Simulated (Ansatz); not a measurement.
Ansatz input file:

```yaml
crystal:
  lattice:
    - [3.8987527127, 0.0, 0.0]
    - [0.0, 3.8987527127, 0.0]
    - [0.0, 0.0, 3.8987527127]
  atoms:
    - { symbol: Tl, position: [0.0, 0.0, 0.0] }
    - { symbol: Br, position: [0.5, 0.5, 0.5] }
basis:
  ecutwfc: 420
kpoints:
  mp_grid: { grid: [8, 8, 8] }
hamiltonian:
  xc: pbe
  dispersion: d3bj
scf:
  occupations: { method: gaussian, width: 0.02 }
output:
  forces: true
  stress: true
  eigenvalues: true
  write_density: true
  write_potential: true
  elf: true
  volumetric_format: npy
```

Command:
```bash
ansatz run input.yaml --threads 1 --pin off --max-ram 2560MiB --backend cpu --events-out ev --progress --plain --runs-dir out
```

All numbers below come from Ansatz 0.2.0, DFT PBE+D3(BJ), scalar-relativistic, plane waves, PAW.

From the run's log, abridged:

```
Pseudopotentials: kind: paw
Pseudopotential: Tl, paw, valence charge 13, recommended cutoff 420 eV (normal)
Pseudopotential: Br, paw, valence charge 7, recommended cutoff 420 eV (normal)
Functional definition: PBE
Crystal: 2 atoms, lattice volume = 59.262 Å³
Basis set: ecut = 420 eV, 1189 PW (Γ), exchange–correlation on 54×54×54 points (8 copies of the dense FFT grid, shifted against one another)
Bands: 14, of which v1, the nominal top of the filled ones, is band 10 counted from 1 (9 counted from 0)
Symmetry: 48 space group operations
Space group: Pm-3m (ITA 221), of the structure as read, at distance tolerance 3.9e-5 Å
k-points: 35 of 512
Initial density: superposition of atomic densities (neutral atoms: chi_scale 0, normalization atom), corrected by the library's trained network
Initial wavefunctions: pseudopotential atomic-orbital guess
Functional: x = pbe(κ = 0.804, μ = 0.21951497), c = pbe(β = 0.06672455)
SCF iter   1: F=—  HF=-14229.526512 eV  |F-HF|=—  |Δ(HF+E_count)|=         —  Δρ=3.27e-4  dr2=3.23e-5  ethr=1.77e-3  ⟨swp⟩=6.7  Hψ=2850  notcnv=0
SCF iter   2: F=—  HF=-14229.525791 eV  |F-HF|=—  |Δ(HF+E_count)|=   7.21e-4  Δρ=4.57e-4  dr2=2.31e-4  ethr=1.62e-7  ⟨swp⟩=3.9  Hψ=1673  notcnv=0
SCF iter   3: F=—  HF=-14229.525752 eV  |F-HF|=—  |Δ(HF+E_count)|=   3.87e-5  Δρ=2.75e-4  dr2=6.98e-5  ethr=1.62e-7  ⟨swp⟩=2.0  Hψ=840  notcnv=0
SCF iter   4: F=—  HF=-14229.525756 eV  |F-HF|=—  |Δ(HF+E_count)|=   4.06e-6  Δρ=6.42e-5  dr2=2.73e-6  ethr=1.62e-7  ⟨swp⟩=2.0  Hψ=840  notcnv=0
SCF iter   5: F=—  HF=-14229.525757 eV  |F-HF|=—  |Δ(HF+E_count)|=   1.39e-6  Δρ=5.31e-5  dr2=3.18e-6  ethr=1.36e-8  ⟨swp⟩=2.0  Hψ=840  notcnv=0
SCF iter   6: F=—  HF=-14229.525757 eV  |F-HF|=—  |Δ(HF+E_count)|=   9.33e-7  Δρ=1.25e-5  dr2=1.63e-7  ethr=1.36e-8  ⟨swp⟩=2.0  Hψ=603  notcnv=0
SCF iter   7: F=-14229.525757 eV  HF=-14229.525757 eV  |F-HF|=1.48e-8  |Δ(HF+E_count)|=   4.53e-8  Δρ=4.44e-6  dr2=2.10e-8  ethr=5.00e-10  ⟨swp⟩=8.1  Hψ=2855  notcnv=0
SCF 1 converged in 7 iterations: F = -14229.525757 eV  dr2 = 2.10e-8
SCF converged after 7 iterations
Free energy (F): -14229.525757 eV
Harris-Foulkes:  -14229.525757 eV  (|F-HF|=1.48e-8)
Internal energy: -14229.525757 eV  (E = F + TS)
E sigma→0 (E₀):  -14229.525757 eV
Fermi energy:    6.875000 eV
--- Per-component energies (eV) ---
  E_band       = -28.136167
  E_kinetic    = 465.699701
  E_local      = -1178.022633  (includes V_loc(G=0)·N_el)
  E_nonlocal   = 388.248232
  E_hartree    = 411.557585
  E_xc         = -496.114300
  E_vxc        = -246.480797  (∫ρ·V_xc dr)
  E_paw        = -12408.542599  (= ΣΔE_a)
  E_vpaw       = -280.694494  (= ΣTr[D̂ρ^β])
  E_aug_tail   = 0.000034  (compensation charges beyond the density's cutoff)
  E_ewald      = -1411.770356
  E_disp       = -0.581420  (pairwise vdW)
  E_smearing   =  0.000000  (= −TS)
--- Forces (eV/Å), atoms counted from 1 ---
  atom   1  Tl     0.00000000     0.00000000     0.00000000
  atom   2  Br     0.00000000     0.00000000     0.00000000
--- Stress (GPa, compression-positive) ---
        1.558515       0.000000       0.000000
        0.000000       1.558515       0.000000
        0.000000       0.000000       1.558515
  P = ⅓ Tr σ = 1.5585 GPa (15.585 kbar)
--- Band table (eV; the first three rows and the last of 35) ---
  k-point 0: bands = ["-8.1054", "-4.2326", "-4.2326", "-4.0213", "-4.0213", "-4.0213", "1.2233", "4.4330", "4.4330", "4.4330", "12.8476", "12.8476", "13.4643", "13.4643"]
  k-point 1: bands = ["-8.0656", "-4.2306", "-4.2096", "-4.0326", "-4.0326", "-4.0203", "1.0412", "4.5087", "4.5087", "4.5538", "11.8433", "12.9416", "13.2030", "13.2030"]
  k-point 2: bands = ["-7.9659", "-4.2259", "-4.1556", "-4.0598", "-4.0598", "-4.0179", "0.6266", "4.7016", "4.7016", "4.9285", "10.1266", "12.5887", "12.5887", "13.2091"]
  k-point 34: bands = ["-7.4518", "-4.1941", "-4.1941", "-4.1941", "-3.9513", "-3.9513", "3.2921", "3.7828", "3.7828", "3.7828", "7.8955", "7.8955", "7.8955", "19.1990"]
```

The calculation finished and met its thresholds.

The run took 1.2 s on 1 thread of Intel(R) Xeon(R) 6975P-C (Granite Rapids), on a shared host, peak memory 0.38 GiB.

Spin–orbit coupling is left out, which can shift energies with elements as heavy as these.